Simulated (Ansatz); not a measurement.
**The blue phosphorene bilayer (AB) between two gates**

How do the bands of the blue phosphorene bilayer (AB) follow a displacement field between two gates?

Main program and level: Ansatz 0.2.0; plane-wave DFT, PBE-D3(BJ), Ansatz PAW.

### 1. Starting point

The cell holds 4 atoms: 4 P. Cell: a = 3.280 Å, b = 3.280 Å, c = 42.380 Å, α = 90.0°, β = 90.0°, γ = 120.0°. Regions: layer 1: blue phosphorene, 2 atoms (2 P); layer 2: blue phosphorene, 2 atoms (2 P). Vacuum lies along c.

### 2. Relaxation

The starting cell is a guess, so the in-plane lattice and the atoms are relaxed first, with the slab cut off from its images along the normal.

Input file input.yaml:

```yaml
crystal:
  lattice:
    - [3.28, 0.0, 0.0]
    - [-1.64, 2.8405633244, 0.0]
    - [0.0, 0.0, 42.3799999985]
  atoms:
    - { symbol: P, position: [0.6666666667, 0.3333333333, 0.4329872582] }
    - { symbol: P, position: [0.3333333333, 0.6666666667, 0.4622463426] }
    - { symbol: P, position: [0.0, 0.0, 0.5377536574] }
    - { symbol: P, position: [0.6666666667, 0.3333333333, 0.5670127418] }
  periodic: [true, true, false]
kpoints:
  mp_grid: { grid: [12, 12, 1] }
hamiltonian:
  xc: pbe
  dispersion: d3bj
scf:
  occupations: { method: fermi_dirac, width: 0.05 }
  convergence: { dr2_threshold: 1.0e-09 }
relax:
  f_tol: 0.004
  max_steps: 90
  cell: {}
output:
  write_potential: true
  write_density: true
  volumetric_format: npy
```

The run is started by

```
$ ansatz run input.yaml --threads 4 --pin off --max-ram 8192MiB --backend cpu --events-out ev --progress --plain --runs-dir out
```

Numbers of over 12 decimals in the logs are rounded to 6 here.

Log:

```text
Warning: relax.cell: scf.convergence.dr2_threshold = 1e-9 eV is looser than the 1.62692628179e-10 eV advised for a relaxation that steers and ends on the stress (1e-10 eV for each atom of the cell: 4, times the square of relax.cell.stress_2d_tol = 0.05 N/m over 15.7 Å (the atoms' height at the walk's start and 5 Å past either face), 3.189e-2 GPa, over a crystal's default 0.05). What an SCF threshold leaves in a stress goes as its square root, and in the free energy as the threshold itself, and one threshold admits the most on a small cell: [figures from the program's tests cut] Set scf.convergence.dr2_threshold to 1.62692628179e-10 eV or tighter. [rest of the remark cut]
Engine: ansatz 0.2.0, aarch64-unknown-linux-gnu
Pseudopotentials: kind: paw
Pseudopotential: P, paw, valence charge 5, recommended cutoff 420 eV (normal), P.paw.azcp
Functional definition: PBE
  parameter kappa = 0.804
  parameter beta = 0.066725
  exchange = pbe_x(kappa = kappa, mu = beta*pi^2/3)
  correlation = pbe_c(beta = beta)
Crystal: 4 atoms, lattice volume = 394.856 Å³
Basis set: ecut = 420 eV, 7881 PW (Γ), exchange–correlation on 48×48×576 points (8 copies of the dense FFT grid, shifted against one another)
Bands: 14, of which v1, the nominal top of the filled ones, is band 10 counted from 1 (9 counted from 0)
Symmetry: 12 space group operations
Space group: P-3m1 (ITA 164), of the structure as read, at distance tolerance 7.3e-5 Å
k-points: 19 of 144
Non-local potential: P, projectors of the file, l = 0: 2, l = 1: 2, l = 2: 2
PAW form: soft (Blöchl's): semilocal exchange-correlation on the pseudo side does not see the compensation charge
PAW one-centre angular grid: P, 110 points (default); XC on 64 Gauss nodes
Initial density: superposition of atomic densities (neutral atoms: chi_scale 0, normalization atom), corrected by the library's trained network
Initial wavefunctions: pseudopotential atomic-orbital guess
Functional: x = pbe(κ = 0.804, μ = 0.219515), c = pbe(β = 0.066725)
SCF iter   1: F=—  HF=-3023.640759 eV  |F-HF|=—  |Δ(HF+E_count)|=         —  Δρ=1.07e-3  dr2=2.55e-2  ethr=1.77e-3  ⟨swp⟩=13.3  Hψ=2876  notcnv=0
preconditioner: auto → Resta (q_TF=auto, 1.660 Å⁻¹)  ε∞=1.9  [insulator: Δε(μ)=1.039 eV  Ē_g=8.759 eV  σ=0.050 eV  W_gap=1.00  n_scr=22 (ndim 8)  ℏωp=8.4 eV  f_vac=0.760  D(μ)=0.00/eV (n_scr^D=0)  ε∞_Penn≈1.9  vacuum switching on, ρ_ref=5.6e-3 e/Å³]
SCF iter   2: F=—  HF=-3023.641025 eV  |F-HF|=—  |Δ(HF+E_count)|=   2.66e-4  Δρ=1.15e-3  dr2=2.47e-2  ethr=1.28e-4  ⟨swp⟩=3.6  Hψ=756  notcnv=0
SCF iter   3: F=—  HF=-3023.637999 eV  |F-HF|=—  |Δ(HF+E_count)|=   3.03e-3  Δρ=4.65e-4  dr2=1.59e-3  ethr=1.24e-4  ⟨swp⟩=2.1  Hψ=417  notcnv=0
SCF iter   4: F=—  HF=-3023.638123 eV  |F-HF|=—  |Δ(HF+E_count)|=   1.24e-4  Δρ=1.08e-4  dr2=4.35e-5  ethr=7.94e-6  ⟨swp⟩=3.4  Hψ=555  notcnv=0
SCF iter   5: F=—  HF=-3023.638148 eV  |F-HF|=—  |Δ(HF+E_count)|=   2.47e-5  Δρ=2.60e-5  dr2=3.01e-6  ethr=2.18e-7  ⟨swp⟩=3.1  Hψ=583  notcnv=0
SCF iter   6: F=—  HF=-3023.638152 eV  |F-HF|=—  |Δ(HF+E_count)|=   3.84e-6  Δρ=4.92e-6  dr2=1.17e-7  ethr=1.51e-8  ⟨swp⟩=2.9  Hψ=573  notcnv=0
SCF iter   7: F=—  HF=-3023.638160 eV  |F-HF|=—  |Δ(HF+E_count)|=   8.49e-6  Δρ=1.05e-6  dr2=5.44e-9  ethr=5.86e-10  ⟨swp⟩=2.9  Hψ=533  notcnv=0
SCF iter   8: F=-3023.638160 eV  HF=-3023.638160 eV  |F-HF|=1.11e-10  |Δ(HF+E_count)|=   7.35e-9  Δρ=1.09e-7  dr2=4.08e-11  ethr=5.00e-12  ⟨swp⟩=12.5  Hψ=2395  notcnv=0
SCF 1 converged in 8 iterations: F = -3023.638160 eV  dr2 = 4.08e-11
  greatest PAW one-centre occupation: 0.819 electrons in one spin orbital (limit 2), on the P atom at site 2 (counted from 0), in its partial waves of l = 0
relax step   1: F+E_penalty+E_count = -3023.63816030 eV  Δ(F+E_penalty+E_count) = +0.000e0 eV  max|allowed force component| = 6.090e-2 eV/Å  Δτ_max = 0.0000 Å  P = -1.068 N/m  Ω = 394.856 Å³  fix = [c, alpha, beta]  reactions: c -0.000 N/m  (8 SCF iters, accepted)
Crystal: 4 atoms, lattice volume = 390.716 Å³
Basis set: ecut = 420 eV, 7797 PW (Γ), exchange–correlation on 48×48×576 points (8 copies of the dense FFT grid, shifted against one another)
Initial density: handed on by an earlier stage of this run
Initial wavefunctions: those handed on with the density
iter 1 solved again at ethr=1.03e-4 eV; its pass at ethr=3.10e-3 eV (dr2=2.07e-2 eV) is discarded
SCF iter   1: F=—  HF=-3023.643695 eV  |F-HF|=—  |Δ(HF+E_count)|=         —  Δρ=2.98e-3  dr2=2.05e-2  ethr=1.03e-4  ⟨swp⟩=2.9  Hψ=3180  notcnv=0
preconditioner: auto → Resta (q_TF=auto, 1.662 Å⁻¹)  ε∞=1.9  [insulator: Δε(μ)=1.224 eV  Ē_g=8.788 eV  σ=0.050 eV  W_gap=1.00  n_scr=22 (ndim 8)  ℏωp=8.4 eV  f_vac=0.751  D(μ)=0.00/eV (n_scr^D=0)  ε∞_Penn≈1.9  vacuum switching on, ρ_ref=5.6e-3 e/Å³]
SCF iter   2: F=—  HF=-3023.642850 eV  |F-HF|=—  |Δ(HF+E_count)|=   8.45e-4  Δρ=1.50e-3  dr2=7.77e-3  ethr=1.03e-4  ⟨swp⟩=2.5  Hψ=364  notcnv=0
SCF iter   3: F=—  HF=-3023.643778 eV  |F-HF|=—  |Δ(HF+E_count)|=   9.28e-4  Δρ=8.92e-4  dr2=1.10e-2  ethr=3.89e-5  ⟨swp⟩=2.9  Hψ=467  notcnv=0
SCF iter   4: F=—  HF=-3023.642582 eV  |F-HF|=—  |Δ(HF+E_count)|=   1.20e-3  Δρ=1.09e-4  dr2=4.45e-5  ethr=3.89e-5  ⟨swp⟩=2.2  Hψ=348  notcnv=0
SCF iter   5: F=—  HF=-3023.642614 eV  |F-HF|=—  |Δ(HF+E_count)|=   3.20e-5  Δρ=3.20e-5  dr2=6.73e-6  ethr=2.22e-7  ⟨swp⟩=3.7  Hψ=665  notcnv=0
SCF iter   6: F=—  HF=-3023.642614 eV  |F-HF|=—  |Δ(HF+E_count)|=   1.22e-7  Δρ=5.13e-6  dr2=6.73e-8  ethr=3.37e-8  ⟨swp⟩=2.8  Hψ=501  notcnv=0
SCF iter   7: F=—  HF=-3023.642623 eV  |F-HF|=—  |Δ(HF+E_count)|=   9.06e-6  Δρ=1.40e-6  dr2=9.78e-9  ethr=3.37e-10  ⟨swp⟩=3.5  Hψ=626  notcnv=0
SCF iter   8: F=-3023.642623 eV  HF=-3023.642623 eV  |F-HF|=1.82e-10  |Δ(HF+E_count)|=   5.65e-9  Δρ=2.32e-7  dr2=3.83e-10  ethr=5.00e-12  ⟨swp⟩=9.6  Hψ=2403  notcnv=0
SCF 2 converged in 8 iterations: F = -3023.642623 eV  dr2 = 3.83e-10
relax step   2: F+E_penalty+E_count = -3023.64262297 eV  Δ(F+E_penalty+E_count) = -4.463e-3 eV  max|allowed force component| = 1.049e-1 eV/Å  Δτ_max = 0.0855 Å  P = -0.469 N/m  Ω = 390.716 Å³  energy of the carried Pulay correction = +1.073e-4 eV  fix = [c, alpha, beta]  reactions: c -0.000 N/m  (8 SCF iters, accepted)
Crystal: 4 atoms, lattice volume = 388.334 Å³
Basis set: ecut = 420 eV, 7737 PW (Γ), exchange–correlation on 48×48×576 points (8 copies of the dense FFT grid, shifted against one another)
iter 1 solved again at ethr=6.79e-6 eV; its pass at ethr=3.10e-3 eV (dr2=1.36e-3 eV) is discarded
SCF iter   1: F=—  HF=-3023.642870 eV  |F-HF|=—  |Δ(HF+E_count)|=         —  Δρ=7.39e-4  dr2=1.39e-3  ethr=6.79e-6  ⟨swp⟩=4.2  Hψ=3141  notcnv=0
preconditioner: auto → Resta (q_TF=auto, 1.664 Å⁻¹)  ε∞=1.9  [insulator: Δε(μ)=1.197 eV  Ē_g=8.844 eV  σ=0.050 eV  W_gap=1.00  n_scr=22 (ndim 8)  ℏωp=8.4 eV  f_vac=0.753  D(μ)=0.00/eV (n_scr^D=0)  ε∞_Penn≈1.9  vacuum switching on, ρ_ref=5.7e-3 e/Å³]
SCF iter   2: F=—  HF=-3023.642733 eV  |F-HF|=—  |Δ(HF+E_count)|=   1.37e-4  Δρ=3.66e-4  dr2=4.71e-4  ethr=6.79e-6  ⟨swp⟩=2.1  Hψ=343  notcnv=0
SCF iter   3: F=—  HF=-3023.642764 eV  |F-HF|=—  |Δ(HF+E_count)|=   3.14e-5  Δρ=2.01e-4  dr2=5.62e-4  ethr=2.36e-6  ⟨swp⟩=2.6  Hψ=443  notcnv=0
SCF iter   4: F=—  HF=-3023.642705 eV  |F-HF|=—  |Δ(HF+E_count)|=   5.93e-5  Δρ=2.90e-5  dr2=3.25e-6  ethr=2.36e-6  ⟨swp⟩=2.1  Hψ=355  notcnv=0
SCF iter   5: F=—  HF=-3023.642709 eV  |F-HF|=—  |Δ(HF+E_count)|=   3.92e-6  Δρ=4.36e-6  dr2=1.13e-7  ethr=1.62e-8  ⟨swp⟩=3.6  Hψ=635  notcnv=0
SCF iter   6: F=—  HF=-3023.642718 eV  |F-HF|=—  |Δ(HF+E_count)|=   8.86e-6  Δρ=1.29e-6  dr2=7.31e-9  ethr=5.65e-10  ⟨swp⟩=3.1  Hψ=526  notcnv=0
SCF iter   7: F=-3023.642718 eV  HF=-3023.642718 eV  |F-HF|=5.00e-11  |Δ(HF+E_count)|=   2.62e-9  Δρ=2.80e-7  dr2=3.39e-10  ethr=5.00e-12  ⟨swp⟩=12.3  Hψ=2325  notcnv=0
SCF 3 converged in 7 iterations: F = -3023.642718 eV  dr2 = 3.39e-10
relax step   3: F+E_penalty+E_count = -3023.64271793 eV  Δ(F+E_penalty+E_count) = -9.496e-5 eV  max|allowed force component| = 1.222e-1 eV/Å  Δτ_max = 0.0234 Å  P = +0.385 N/m  Ω = 388.334 Å³  energy of the carried Pulay correction = +1.696e-4 eV  fix = [c, alpha, beta]  reactions: c +0.000 N/m  (7 SCF iters, accepted)
[...]
relax step   4: F+E_penalty+E_count = -3023.64374127 eV  Δ(F+E_penalty+E_count) = -1.023e-3 eV  max|allowed force component| = 1.010e-2 eV/Å  Δτ_max = 0.0036 Å  P = +0.029 N/m  Ω = 389.176 Å³  energy of the carried Pulay correction = +1.476e-4 eV  fix = [c, alpha, beta]  reactions: c +0.000 N/m  (7 SCF iters, accepted)
[...]
relax step   5: F+E_penalty+E_count = -3023.64374129 eV  Δ(F+E_penalty+E_count) = -1.559e-8 eV  max|allowed force component| = 3.844e-3 eV/Å  Δτ_max = 0.0078 Å  P = -0.035 N/m  Ω = 389.447 Å³  energy of the carried Pulay correction = +1.405e-4 eV  fix = [c, alpha, beta]  reactions: c -0.000 N/m  (7 SCF iters, accepted)
Initial wavefunctions: pseudopotential atomic-orbital guess (no wavefunctions were taken with the density)
iter 1 solved again at ethr=6.08e-7 eV; its pass at ethr=3.10e-3 eV (dr2=1.22e-4 eV) is discarded
SCF iter   1: F=—  HF=-3023.643606 eV  |F-HF|=—  |Δ(HF+E_count)|=         —  Δρ=4.49e-6  dr2=8.07e-9  ethr=6.08e-7  ⟨swp⟩=5.4  Hψ=4145  notcnv=0
eigensolver tolerance schedule: the retry pair's looser diagonalisation over-reported the residual by 15071.49 of it (diagonalisation noise at an unbounded share of the residual, at the tolerance the schedule requests for it); recorded, not acted on — ethr = c·dr2/N_el stays at c = 1.0e-1
preconditioner: auto → Resta (q_TF=auto, 1.663 Å⁻¹)  ε∞=1.9  [insulator: Δε(μ)=1.213 eV  Ē_g=8.813 eV  σ=0.050 eV  W_gap=1.00  n_scr=22 (ndim 8)  ℏωp=8.4 eV  f_vac=0.752  D(μ)=0.00/eV (n_scr^D=0)  ε∞_Penn≈1.9  vacuum switching on, ρ_ref=5.6e-3 e/Å³]
SCF iter   2: F=—  HF=-3023.643619 eV  |F-HF|=—  |Δ(HF+E_count)|=   1.27e-5  Δρ=2.30e-6  dr2=2.15e-9  ethr=4.04e-11  ⟨swp⟩=5.8  Hψ=1062  notcnv=0
SCF iter   3: F=-3023.643619 eV  HF=-3023.643619 eV  |F-HF|=1.50e-9  |Δ(HF+E_count)|=   1.90e-8  Δρ=6.29e-7  dr2=2.06e-10  ethr=5.00e-12  ⟨swp⟩=14.6  Hψ=2487  notcnv=0
SCF 6 converged in 3 iterations: F = -3023.643619 eV  dr2 = 2.06e-10
relax step   6: F+E_penalty+E_count = -3023.64361859 eV  Δ(F+E_penalty+E_count) = +1.227e-4 eV  max|allowed force component| = 3.880e-3 eV/Å  Δτ_max = 0.0000 Å  P = -0.039 N/m  Ω = 389.447 Å³  fix = [c, alpha, beta]  reactions: c -0.000 N/m  stress off target by 3.87e-2 N/m on what of the cell is left free  SCF on the basis re-selected at this cell (its energy is not comparable with the rows above)  (3 SCF iters)
basis re-selected at this cell: Δ(F+E_penalty+E_count) = +1.227e-4 eV, ΔP = -0.004 N/m vs the last step (what re-selecting the basis moved, of the pressure what is left beyond the Pulay correction that the steps carried, after the strain that the cell walked since its last selection, with what the two solves' SCF thresholds leave and, on support functions, any second-order correction that the steps lacked; it is no m [...]
SCF converged after 3 iterations
Free energy (F): -3023.643619 eV
Harris-Foulkes:  -3023.643619 eV  (|F-HF|=1.50e-9)
Internal energy: -3023.643617 eV  (E = F + TS)
E sigma→0 (E₀):  -3023.643618 eV
Entropy (-TS):   -0.000001 eV (-0.000 meV/atom)
Fermi energy:    -5.007797 eV
--- Per-component energies (eV) ---
  E_band       = -228.474071
  E_kinetic    = 278.818708
  E_local      = -31001.903626  (includes V_loc(G=0)·N_el)
  E_nonlocal   = 136.133532
  E_hartree    = 15314.743517
  E_xc         = -244.339780
  E_vxc        = -240.830489  (∫ρ·V_xc dr)
  E_paw        = -2277.387903  (= ΣΔE_a)
  E_vpaw       = -30.179915  (= ΣTr[D̂ρ^β])
  E_aug_tail   = 0.000013  (compensation charges beyond the density's cutoff)
  E_ewald      = 14771.351952
  E_disp       = -1.060030  (pairwise vdW)
  E_smearing   = -0.000001  (= −TS)
  E_closure    = -0.000000  (closes the sum)
  Σ components = -3023.643619   (vs F -3023.643619, Δ=0.00e0)
--- Forces (eV/Å), atoms counted from 1 ---
  atom   1  P      0.00000000    -0.00000000    -0.00229272
  atom   2  P      0.00000000     0.00000000     0.00387994
  atom   3  P     -0.00000000    -0.00000000    -0.00387994
  atom   4  P      0.00000000     0.00000000     0.00229272
  max |Σ_I F_I| component: 7.40e-17 eV/Å
--- 2D stress c σ (N/m, compression-positive) ---
       -0.038730      -0.000000      -0.000000
       -0.000000      -0.038730      -0.000000
       -0.000000      -0.000000      -0.000000
  P = ½ c Tr σ = -0.0387 N/m
--- Band table (eV; the first three rows and the last of 19) ---
  k-point 0: bands = [... 6 lower, -6.2534, -6.2497, -6.2497, -5.7805, -2.2656, -2.2656, -2.2590, -2.1759]
  k-point 1: bands = [... 6 lower, -7.1046, -6.5185, -6.4956, -5.7285, -2.5707, -2.4774, -1.9444, -1.8429]
  k-point 2: bands = [... 6 lower, -7.0738, -7.0389, -6.9993, -5.6485, -3.2251, -3.1729, -1.3162, -1.1775]
  k-point 18: bands = [... 6 lower, -8.0334, -8.0040, -8.0040, -7.8418, -4.0566, -4.0566, -1.3446, -0.6602]
  the weakly bound empty levels are not read free of the cell's end (no_gap_told)
--- Relaxed structure (5 steps of the walk, 5 accepted, 1 SCFs on fresh bases) ---
  F+E_penalty+E_count = -3023.64361859 eV   max|allowed force component| = 3.880e-3 eV/Å   (the final SCF, on the basis selected at the relaxed cell)
  cell:  # Å, volume = 389.4473 Å³
    - [3.257456, 0.0, 0]
    - [-1.628728, 2.821040, 0]
    - [0, 0, 42.3799999985]
  atoms:
    - { symbol: P, position: [0.666667, 0.333333, 0.431277] }
    - { symbol: P, position: [0.333333, 0.666667, 0.460602] }
    - { symbol: P, position: [5.03718655806596e-18, 1.3877787809430038e-17, 0.539398] }
    - { symbol: P, position: [0.666667, 0.333333, 0.568723] }
```

It took 12 s on 4 threads of Arm Neoverse V1, shared host; peak memory 0.66 GiB; 44 s of CPU time.

Relaxation path:

```tsv
step	energy less that of the first step (eV)	largest force component (eV/Å)	volume (Å³)
1	0.0000	0.0609	394.86
2	-0.0045	0.1049	390.72
3	-0.0046	0.1222	388.33
4	-0.0056	0.0101	389.18
5	-0.0056	0.0038	389.45
6*	-0.0055	0.0039	389.45
```

Relaxation steps marked * repeat the geometry before them on a plane-wave basis chosen anew for their cell, so energy and pressure can jump there.

The run keeps the 12 symmetry operations that it works with, so distortions that break them were not tested.

```tsv
cell as run	before	after	change
a (Å)	3.280	3.257	-0.7 %
b (Å)	3.280	3.257	-0.7 %
```

The atoms that moved most (Å, along periodic axes as changes of fractional coordinates times the final cell, across vacuum about the mean position):

```tsv
atom	dx	dy	dz	length
P4	0.000	0.000	0.072	0.072
P1	0.000	0.000	-0.072	0.072
P2	0.000	0.000	-0.070	0.070
P3	0.000	0.000	0.070	0.070
```

Final coordinates:

```xyz
4
Lattice="3.2575 0.0000 0.0000 -1.6287 2.8210 0.0000 0.0000 0.0000 42.3800" Properties=species:S:1:pos:R:3
P     1.6287    0.9403   18.2775
P     0.0000    1.8807   19.5203
P     0.0000    0.0000   22.8597
P     1.6287    0.9403   24.1025
```

The lattice constant a goes from 3.280 to 3.257 Å.

(Continued in part 2 of 3.)

[Logs are printed without paths, hosts, clocks, repeated set-up lines and the standing remarks that a program may print on its own settings, such as how far it seeks lower states.]

[Hosts, paths, dates, database ids (printed as entryN), source tags and the programs' standing remarks are cut or masked in the printed files.]

[Maps of the electrostatic potential energy from Ansatz leave out the sawtooth potential of an applied field or a dipole correction, so their vacuum need not be flat; planar profiles and work functions include it.]
